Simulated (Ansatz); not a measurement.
## Na2S: what the electron mass says about interband coupling

The calculation used Ansatz, DFT PBEsol, scalar-relativistic, plane waves, PAW.

Plane waves to 420 eV, a k mesh through Γ of 8×8×8 on the computed 3-atom cell and Gaussian smearing (0.02 eV); no spin polarisation.

Relaxed cell: Fm-3m, a = 6.501 Å, b = 6.501 Å, c = 6.501 Å, α = 90.00°, β = 90.00°, γ = 90.00°, 3 atoms in the primitive cell.

The direct gap at Γ is 2.428 eV, and at Γ the conduction band has a mass of 0.2797 mₑ and the lightest hole 0.4079 mₑ, both along x.

**Question.** Use two-band k·p theory to get the Kane energy. As an exercise, what mass follows if the true gap is 1.5 times the computed one (semilocal functionals can miss by more, threefold or worse in zinc and cadmium oxides)?

**Answer.** Coupling to the valence top alone gives mₑ/m* = 1 + E_P/E_g, so E_P = E_g (mₑ/m* − 1) = 2.428 × (3.58 − 1) = 6.3 eV. The light hole is the mirror band, mₑ/mₗₕ = E_P/E_g − 1, and gives 8.4 eV; the spread shows what other bands add. Fits to experiment give about 15 to 31 eV for common tetrahedral semiconductors; the figure from the electron is a net one, lowered by higher conduction bands, and semilocal functionals tend to give less. With E_P fixed and E_g = 3.64 eV the mass becomes 0.368 mₑ: in this model the mass grows with the gap, in proportion where E_P ≫ E_g, which is why functionals that close gaps give light electrons. A correction that opens the gap also strengthens the coupling, so the true mass usually rises less. Remote bands and spin-orbit splitting are left out of the model.

Cost: 3 runs of about 0.41 core-minutes in all, on Arm Neoverse V2 (shared hosts).